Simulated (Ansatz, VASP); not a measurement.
**One calculation of WC (Qusongite), two programs**

```xyz
2
Lattice="2.9065 0.0000 0.0000 -1.4532 2.5171 0.0000 0.0000 0.0000 2.8366" Properties=species:S:1:pos:R:3 pbc="T T T"
W     0.0000    0.0000    0.0000
C     1.4533    0.8390    1.4183
```

Alike in both runs: task relaxation of cell and atoms; functional RPBE; k mesh 10 × 10 × 9; occupations fermi-dirac, width 0.05 eV; no spin polarisation.

|  | VASP | Ansatz |
| --- | --- | --- |
| version | VASP 6.6.1 | Ansatz 0.2.0 |
| potentials or method | VASP PAW PBE potentials, release 64 (W_sv, C) | Ansatz PAW |
| plane-wave cutoff (eV) | 600 | 420 |
| valence electrons in the cell | 18 | 18 |

```csv
,VASP,Ansatz,Ansatz less VASP
"gap on the k mesh at the Fermi level, each at its own relaxed structure (eV)",none,none,-
relaxed volume (Å³/atom),10.67,10.64,-0.024
relaxed cell length with the largest relative difference (Å),2.858,2.856,-0.0024
energy change over the relaxation (meV/atom),-10,-8,+1.6
```

A gap of «none» marks a metal or a gap that the smearing closes.

Caveats: the PAW data sets were made with another functional, which shifts forces and pressure a little (VASP); the plane-wave basis is chosen anew once the cell has moved, so the energies of steps on either side of that aren't comparable (Ansatz); the PAW data sets come from PBE, with cores solved anew for the run's functional, which leaves a small shift of forces and pressure (Ansatz). Zero-point motion and thermal expansion aren't in these numbers. RPBE and its kin give volumes clearly too large for solids.
